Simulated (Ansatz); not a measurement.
## What a trial cell of Ti relaxes into

These are results of DFT PBE, scalar-relativistic, plane waves, PAW (Ansatz 0.2.0), not measurements. Cutoff 420 eV, Γ-centred k mesh, Gaussian smearing, no spin polarisation in the final step.

Ti was placed on the graphite structure type (P6_3/mmc, No. 194), at a guessed volume.

```xyz
4
Lattice="3.1452 0.0000 0.0000 -1.5726 2.7238 0.0000 0.0000 0.0000 8.5662" Properties=species:S:1:pos:R:3 pbc="T T T"
Ti    0.0000    0.0000    2.1416
Ti    0.0000    0.0000    6.4247
Ti    0.0000    1.8159    6.4247
Ti    1.5726    0.9079    2.1416
```

Steps on the 6×6×2 mesh (4 atoms). 12 of 23 steps are shown, and the free energy counts from the last. Trial steps that were taken back and renewals of the plane-wave basis can be among the rows.

| step | ΔF (meV/atom) | V (Å³/atom) | P (GPa) |
| --- | --- | --- | --- |
| 1 | 4036.4 | 18.35 | 55.71 |
| 3 | 2676.5 | 21.00 | 18.10 |
| 5 | 1951.2 | 21.53 | 4.25 |
| 7 | 1435.5 | 20.26 | -0.83 |
| 9 | 963.9 | 18.34 | -0.32 |
| 11 | 651.9 | 16.75 | 0.99 |
| 13 | 612.0 | 16.04 | 1.53 |
| 15 | 330.2 | 16.18 | 18.26 |
| 17 | 47.4 | 18.15 | 5.72 |
| 19 | 7.6 | 19.39 | -0.26 |
| 21 | 0.7 | 19.34 | 0.78 |
| 23 | 0.0 | 19.55 | -0.01 |

Steps on the 6×6×4 mesh (4 atoms). 4 of 4 steps are shown, and the free energy counts from the last.

```
step  ΔF (meV/atom) V (Å³/atom) P (GPa)
   1            8.8        19.55     1.70
   2            1.9        19.77     0.67
   3            0.0        19.83     0.24
   4            0.0        19.83     0.23
```

Steps on the 12×12×10 mesh (4 atoms). 4 of 6 steps are shown, and the free energy counts from the last.

| step | ΔF (meV/atom) | V (Å³/atom) | P (GPa) |
| --- | --- | --- | --- |
| 1 | 3.3 | 19.83 | -0.71 |
| 2 | 1.3 | 19.76 | -0.50 |
| 3 | 0.0 | 19.54 | 0.25 |
| 6 | 0.0 | 19.61 | 0.01 |

A final relaxation ran on a 12×12×10 mesh. The relaxed crystal, P6_3/mmc (No. 194):

```cif
data_structure
_symmetry_space_group_name_H-M 'P6_3/mmc'
_symmetry_Int_Tables_number 194
_cell_length_a 4.6036
_cell_length_b 4.6036
_cell_length_c 4.2744
_cell_angle_alpha 90.000
_cell_angle_beta 90.000
_cell_angle_gamma 120.000
_cell_volume 78.45
loop_
_atom_site_label
_atom_site_type_symbol
_atom_site_symmetry_multiplicity
_atom_site_Wyckoff_symbol
_atom_site_fract_x
_atom_site_fract_y
_atom_site_fract_z
_atom_site_occupancy
Ti1 Ti 2 b 0.00000 0.00000 0.25000 1
Ti2 Ti 2 d 0.33333 0.66667 0.75000 1
```

```yaml
Volume_per_atom: 19.61 Å³
Density: 4.05 g/cm³
Energy_over_the_standard_structure: 0.99 eV/atom
Gap_on_the_12×12×10_mesh: 0 eV (a metal)
```

Energies count from the standard state of Ti at the same level.

The final run used a 12×12×10 mesh on its 4-atom cell and 0.10 eV smearing. For metals, differences of a few meV/atom aren't resolved.

A structure relaxed within its symmetry needn't be a true minimum.